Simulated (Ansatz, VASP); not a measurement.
ZnS (Wurtzite-6H) in VASP and in Ansatz

INCAR

```
PREC = Accurate ; ENCUT = 600
EDIFF = 1E-6 ; ISMEAR = -1
SIGMA = 0.05 ; LREAL = False
LASPH = True ; NELM = 100
ALGO = Normal ; ISIF = 3
LWAVE = False ; LCHARG = False
GGA = PE ; IBRION = 2
NSW = 40 ; EDIFFG = -0.005
```

The input KPOINTS:

```
Automatic mesh
0
Gamma
  8 8 2
```

File POSCAR:

```
ZnS
1.0
    3.8120000000      0.0000000000      0.0000000000
   -1.9060000000      3.3012888392      0.0000000000
    0.0000000000      0.0000000000     18.6899900000
Zn S
6 6
Direct
    0.3333333333      0.6666666667      0.8333300000
    0.6666666667      0.3333333333      0.3333300000
    0.6666666667      0.3333333333      0.6666700000
    0.3333333333      0.6666666667      0.1666700000
    0.0000000000      0.0000000000      0.5000000000
    0.0000000000      0.0000000000      0.0000000000
    0.3333333333      0.6666666667      0.9583300000
    0.6666666667      0.3333333333      0.4583300000
    0.6666666667      0.3333333333      0.7916700000
    0.3333333333      0.6666666667      0.2916700000
    0.0000000000      0.0000000000      0.6250000000
    0.0000000000      0.0000000000      0.1250000000
```

File input.yaml:

```yaml
crystal:
  lattice:
    - [3.812, 0.0, 0.0]
    - [-1.906, 3.3012888392, 0.0]
    - [0.0, 0.0, 18.68999]
  atoms:
    - { symbol: Zn, position: [0.3333333333, 0.6666666667, 0.83333] }
    - { symbol: Zn, position: [0.6666666667, 0.3333333333, 0.33333] }
    - { symbol: Zn, position: [0.6666666667, 0.3333333333, 0.66667] }
    - { symbol: Zn, position: [0.3333333333, 0.6666666667, 0.16667] }
    - { symbol: Zn, position: [0.0, 0.0, 0.5] }
    - { symbol: Zn, position: [0.0, 0.0, 0.0] }
    - { symbol: S, position: [0.3333333333, 0.6666666667, 0.95833] }
    - { symbol: S, position: [0.6666666667, 0.3333333333, 0.45833] }
    - { symbol: S, position: [0.6666666667, 0.3333333333, 0.79167] }
    - { symbol: S, position: [0.3333333333, 0.6666666667, 0.29167] }
    - { symbol: S, position: [0.0, 0.0, 0.625] }
    - { symbol: S, position: [0.0, 0.0, 0.125] }
hamiltonian:
  xc: pbe
  pseudopotentials: { kind: paw }
kpoints:
  mp_grid: { grid: [8, 8, 2] }
scf:
  occupations: { method: fermi_dirac, width: 0.05 }
output:
  forces: true
  stress: true
  eigenvalues: true
  write_density: true
  write_potential: true
  elf: true
  volumetric_format: npy
relax:
  f_tol: 0.01
  max_steps: 40
  cell: { stress_tol: 0.05 }
```

Alike in both runs: task relaxation of cell and atoms; functional PBE; k mesh 8 × 8 × 2; occupations fermi-dirac, width 0.05 eV; no spin polarisation.

```csv
,VASP,Ansatz
version,VASP 6.6.1,Ansatz 0.2.0
potentials or method,"VASP PAW PBE potentials, release 54 (Zn, S)",Ansatz PAW
plane-wave cutoff (eV),600,420
valence electrons in the cell,108,108
```

|  | VASP | Ansatz | Ansatz less VASP |
| --- | --- | --- | --- |
| gap on the k mesh at the Fermi level, each at its own relaxed structure (eV) | 2.03 | 2.04 | +0.007 |
| relaxed volume (Å³/atom) | 20.21 | 20.16 | -0.054 |
| relaxed cell length with the largest relative difference (Å) | 3.851 | 3.847 | -0.0037 |
| energy change over the relaxation (meV/atom) | -4 | -4 | +0.5 |

Caveats: the plane-wave basis is chosen anew once the cell has moved, so the energies of steps on either side of that aren't comparable (Ansatz). A k mesh can miss the band edges. PBE usually gives volumes a little too large and moduli too small. Zero-point motion and thermal expansion aren't in these numbers.
